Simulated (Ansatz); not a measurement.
# CoO: the cost of one run

Computed with Ansatz 0.2.0 (DFT PBE, scalar-relativistic, plane waves, PAW, unless a step's input says otherwise).

3 further runs of the same task are left out: 3 set aside as unsound or not needed.

## Step 1: The structure to begin with

It takes space group P6_3mc (No. 186, hexagonal). Conventional cell: a = 3.167 Å, b = 3.167 Å, c = 5.289 Å, α = 90.00°, β = 90.00°, γ = 120.00°. Co (site symmetry 3m) has 4 O at 1.91 to 1.97 Å in its first shell of neighbours. Around O (site symmetry 3m) lie 4 Co at 1.91 to 1.97 Å.

Structure file:

```
Co O
1.0
     3.16739    0.00000    0.00000
    -1.58369    2.74304    0.00000
     0.00000    0.00000    5.28850
Co O
2 2
Direct
  0.00000 0.00000 0.00714
  0.33333 0.66667 0.50714
  0.00000 0.00000 0.36786
  0.33333 0.66667 0.86786
```

It goes back to an entry of the Materials Project, which need not be the stable form.

This cell was relaxed beforehand with the same method: volume 11.49 Å³/atom, gap on the mesh 0.15 eV, site moments up to 2.1 μB.

Bulk energy on matching settings, from an earlier run: -2846.2264 eV/atom.

## Step 2: The (100) slab

Planes are indexed in the bulk's conventional cell (P6_3mc (No. 186)), a = 3.167 Å, b = 3.167 Å, c = 5.289 Å, α = 90.00°, β = 90.00°, γ = 120.00°.

Cut from the relaxed bulk: a (100) slab, 9.1 Å thick as cut, with 15 Å of vacuum; its outer planes are CoO (top) and CoO (bottom).

The slab as cut. Its planes from the bottom up:

```csv
plane,atoms per cell,height over the lowest (Å)
1,CoO,0.00
2,CoO,0.91
3,CoO,2.74
4,CoO,3.66
5,CoO,5.49
6,CoO,6.40
7,CoO,8.23
8,CoO,9.14
```

## Step 3: The slab as cut, atoms at the bulk's places

The cell repeats along c, and a dipole correction in the vacuum removes the field between the copies.

Input file input.yaml:

```yaml
crystal:
  lattice:
    - [3.1673863794, 0.0, 0.0]
    - [0.0, 5.2885020426, 0.0]
    - [0.0, 0.0, 24.1434568938]
  atoms:
    - { symbol: Co, position: [0.5, 0.9928639217, 0.3106431707], spin: -2.32 }
    - { symbol: O, position: [0.5, 0.6321357001, 0.3106431707], spin: 0.17 }
    - { symbol: Co, position: [0.0, 0.4928638993, 0.3485145365], spin: 2.32 }
    - { symbol: O, position: [0.0, 0.1321354789, 0.3485145365], spin: -0.17 }
    - { symbol: Co, position: [0.0, 0.9928639217, 0.4242572683], spin: -2.32 }
    - { symbol: O, position: [0.0, 0.6321357001, 0.4242572683], spin: 0.17 }
    - { symbol: Co, position: [0.5, 0.4928638993, 0.4621286341], spin: 2.32 }
    - { symbol: O, position: [0.5, 0.1321354789, 0.4621286341], spin: -0.17 }
    - { symbol: Co, position: [0.5, 0.9928639217, 0.5378713659], spin: -2.32 }
    - { symbol: O, position: [0.5, 0.6321357001, 0.5378713659], spin: 0.17 }
    - { symbol: Co, position: [0.0, 0.4928638993, 0.5757427317], spin: 2.32 }
    - { symbol: O, position: [0.0, 0.1321354789, 0.5757427317], spin: -0.17 }
    - { symbol: Co, position: [0.0, 0.9928639217, 0.6514854635], spin: -2.32 }
    - { symbol: O, position: [0.0, 0.6321357001, 0.6514854635], spin: 0.17 }
    - { symbol: Co, position: [0.5, 0.4928638993, 0.6893568293], spin: 2.32 }
    - { symbol: O, position: [0.5, 0.1321354789, 0.6893568293], spin: -0.17 }
basis:
  ecutwfc: 420
kpoints:
  mp_grid: { grid: [11, 7, 1] }
hamiltonian:
  xc: pbe
scf:
  occupations: { method: gaussian, width: 0.05 }
output:
  forces: true
  stress: true
  eigenvalues: true
  populations: true
  write_density: true
  write_potential: true
  elf: true
  volumetric_format: npy
magnetization:
  spin_polarized: true
efield:
  axis: 3
  dipole_correction: true
  ramp_width: 0.04
```

Command:

```
> ansatz run input.yaml --threads 2 --pin off --max-ram 5120MiB --backend cpu --events-out ev --progress --plain --runs-dir out
```

**Question.** How long does this run take on 2 threads of Intel Xeon at 2.70GHz, shared host, and how much memory does it need?

About 5.1 min, with a peak of 2 GiB.
